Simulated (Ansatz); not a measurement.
**Two Ansatz runs on O**

The geometry is COD entry 1528336, unchecked; take it as a test cell.

First run: DFT, PBE, PAW with Ansatz's default frozen-core files, scalar-relativistic (Ansatz 0.2.0).

Command: `ansatz run input.yaml --threads 1 --pin off --max-ram 2048MiB --backend cpu --events-out ev --progress --plain --runs-dir out` The run took about 19 s on 1 thread of a shared machine.

```yaml
crystal:
  lattice:
    - [2.7015, -1.7145, 0.0]
    - [2.7015, 1.7145, 0.0]
    - [-1.96499, 0.0, 3.74799]
  atoms:
    - { symbol: O, position: [0.064, 0.064, 0.153] }
    - { symbol: O, position: [0.936, 0.936, 0.847] }
kpoints:
  mp_grid: { grid: [11, 11, 8] }
  band_path:
    path:
      - [0.0, 0.0, 0.0]
      - [-0.3783719655, 0.3783719655, 0.0]
      - [-0.6216280345, -0.3783719655, 0.0]
      - [-0.5, -0.5, 0.0]
      - [0.0, 0.0, 0.0]
      - [-0.5, -0.5, 0.5]
      - [-0.697731338, -0.302268662, 0.5]
      - [-0.302268662, 0.302268662, 0.5]
      - [0.0, 0.0, 0.5]
    npoints: 14
scf:
  occupations: { method: fermi_dirac, width: 0.01 }
hamiltonian:
  xc: pbe
  pseudopotentials: { kind: paw }
output:
  forces: true
  stress: true
  eigenvalues: true
  efg: { contact_densities: true }
  populations: true
  bader: true
  dos: { projected: true, de: 0.2, e_range: [-14, 8] }
  write_density: true
  write_potential: true
  elf: true
  volumetric_format: npy
```

Result: converged; pressure 7.37 GPa; largest force 5.747 eV/Å; no gap on the k mesh; 7 SCF iterations.

Solid oxygen carries moments on its molecules; these runs leave spin out.

The input is then changed:

```diff
@@ -23,6 +23,7 @@
 scf:
   occupations: { method: fermi_dirac, width: 0.01 }
+  initial_density: { chi_scale: 0.1 }
 hamiltonian:
-  xc: pbe
+  xc: rpbe
   pseudopotentials: { kind: paw }
 output:
@@ -32,9 +33,3 @@
   efg: { contact_densities: true }
   populations: true
-  bader: true
-  dos: { projected: true, de: 0.2, e_range: [-14, 8] }
-  write_density: true
-  write_potential: true
-  elf: true
-  volumetric_format: npy
```

Predict the outcome of the changed run.

It converged; pressure 9.52 GPa; largest force 6.229 eV/Å; no gap on the k mesh; 8 SCF iterations.

The results part of its log:

```
the search or the solves at the SCF's close seem to have found levels that the self-consistency loop had missed (the run counts 1). By its estimate they hold under 1e-12 electrons; where the run keeps them, the occupations were computed again with them
SCF 1 converged in 8 iterations: F = -1132.888711 eV  dr2 = 1.77e-8
  greatest PAW one-centre occupation: 0.890 electrons in one spin orbital (limit 2), on the O atom at site 1 (counted from 0), in its partial waves of l = 0
NSCF: frozen V_eff on 113 k-points
SCF converged after 8 iterations
Free energy (F): -1132.888711 eV
Harris-Foulkes:  -1132.888711 eV  (|F-HF|=5.30e-9)
Internal energy: -1132.887262 eV  (E = F + TS)
E sigma→0 (E₀):  -1132.887987 eV
Entropy (-TS):   -0.001448 eV (-0.724 meV/atom)
Fermi energy:    0.186185 eV
--- Per-component energies (eV) ---
  E_band       = -132.360172
  E_kinetic    = 344.774876
  E_local      = -1051.378247  (includes V_loc(G=0)·N_el)
  E_nonlocal   = 96.320278
  E_hartree    = 364.846154
  E_xc         = -144.233841
  E_vxc        = -182.801819  (∫ρ·V_xc dr)
  E_paw        = -317.717525  (= ΣΔE_a)
  E_vpaw       = -68.971113  (= ΣTr[D̂ρ^β])
  E_aug_tail   = 0.004680  (compensation charges beyond the density's cutoff)
  E_ewald      = -425.461835
  E_core_change = -0.041803  (= ΣΔE_core)
  E_smearing   = -0.001448  (= −TS)
  E_closure    = -0.000000  (closes the sum)
  Σ components = -1132.888711   (vs F -1132.888711, Δ=0.00e0)
--- Forces (eV/Å), atoms counted from 1 ---
  atom   1  O      0.26629729     0.00000000     6.22313863
  atom   2  O     -0.26629729    -0.00000000    -6.22313863
  max |Σ_I F_I| component: 5.55e-17 eV/Å
--- Stress (GPa, compression-positive) ---
       -3.461814      -0.000000       1.446248
       -0.000000      -2.175656       0.000000
        1.446246       0.000000      34.186551
  P = ⅓ Tr σ = 9.5164 GPa (95.164 kbar)
--- PAW observables at the nuclei: V_zz in 10²¹ V/m², potentials from the cell's mean, atoms counted from 1 ---
  atom   1  O  V_zz =   +11.453677   η = 0.0653   by run symmetry: allowed
            electrostatic potential = -610.791968 V   contact ρ = 2167.301173 e/Å³
  atom   2  O  V_zz =   +11.453677   η = 0.0653   by run symmetry: allowed
            electrostatic potential = -610.791968 V   contact ρ = 2167.301173 e/Å³
--- Band table (eV; the first three rows and the last of 270) ---
  k-point 0: bands = ["-28.5437", "-13.9177", "-8.4624", "-7.4995", "-7.4262", "0.3810", "0.5084", "6.4995", "12.6972", "12.8801"]
  k-point 1: bands = ["-28.5410", "-13.9835", "-8.3390", "-7.5082", "-7.4296", "0.4096", "0.5184", "6.5045", "11.5729", "12.8750"]
  k-point 2: bands = ["-28.5347", "-14.1332", "-8.0451", "-7.5290", "-7.4381", "0.4792", "0.5425", "6.5690", "9.8214", "13.1658"]
  k-point 269: bands = ["-28.4375", "-13.8097", "-8.4300", "-7.9253", "-7.7667", "-0.0495", "0.0567", "10.0684", "10.7005", "12.5368"]
--- Löwdin populations: 2 sites ---
  site symbol       q [e]
     0      O      5.9327
     1      O      5.9327
  spilling = 0.011219 (of n_electrons = 12.000000)
```
